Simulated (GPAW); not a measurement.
Wanted: an ASE script for a GPAW 26.7.0 run.

```
Task                : single point
Functional          : PBE
Potentials or basis : GPAW PAW data sets (gpaw-data 1.2.1)
Cutoff              : 600 eV
Basis               : pw
k mesh              : 4 × 4 × 4
Occupations         : fermi-dirac, width 0.05 eV
Spin                : no spin polarisation
Maxiter             : 100
```

The system is ZnSe (Stilleite).

```
Se Zn
1.0
     0.00000    2.83380    2.83380
     2.83380    0.00000    2.83380
     2.83380    2.83380    0.00000
Se Zn
1 1
Cartesian
  4.2507 4.2507 4.2507
  0.0000 0.0000 0.0000
```

These files were run (other wordings do the same):

run.py

```python
from ase import Atoms
from ase.dft.bandgap import bandgap
from ase.io import write
from ase.units import GPa
from gpaw import GPAW, PW

atoms = Atoms(['Se', 'Zn'],
              cell=[[0.0, 2.8338, 2.8338],
                    [2.8338, 0.0, 2.8338],
                    [2.8338, 2.8338, 0.0]],
              scaled_positions=[[0.75, 0.75, 0.75],
                                [0.0, 0.0, 0.0]],
              pbc=True)

calc = GPAW(mode=PW(600),
            xc='PBE',
            kpts={'size': (4, 4, 4), 'gamma': True},
            occupations={'name': 'fermi-dirac', 'width': 0.05},
            nbands=18,
            convergence={'density': 1e-05, 'energy': 1e-05},
            maxiter=100,
            txt='gpaw.txt')
atoms.calc = calc
energy = atoms.get_potential_energy()
forces = atoms.get_forces()
stress = atoms.get_stress()
calc.write('gs.gpw')
write('result.traj', atoms)
print(f'Energy: {energy:.6f} eV')
print('Forces (eV/A):')
print(forces.round(4))
print('Stress (GPa):', (stress / GPa).round(3))
print('Fermi level:', round(calc.get_fermi_level(), 4), 'eV')
print(f'Gap: {bandgap(calc)[0]:.4f} eV, direct: {bandgap(calc, direct=True)[0]:.4f} eV')
```

Potentials or basis: GPAW PAW data sets (gpaw-data 1.2.1), pw.

Launch:

```bash
$ OMP_NUM_THREADS=1 python run.py
```

Results of the run:

| Quantity | Value |
| --- | --- |
| Pressure | 2.4 GPa |
| Band gap on the k mesh | 1.29 eV, direct |

Caveat: the k mesh is coarse (spacing up to 0.48 Å⁻¹), so the values aren't converged.

It took 5.3 s on 1 thread of Intel(R) Xeon(R) Platinum 8488C (Sapphire Rapids) (shared host), peak memory 0.15 GiB.
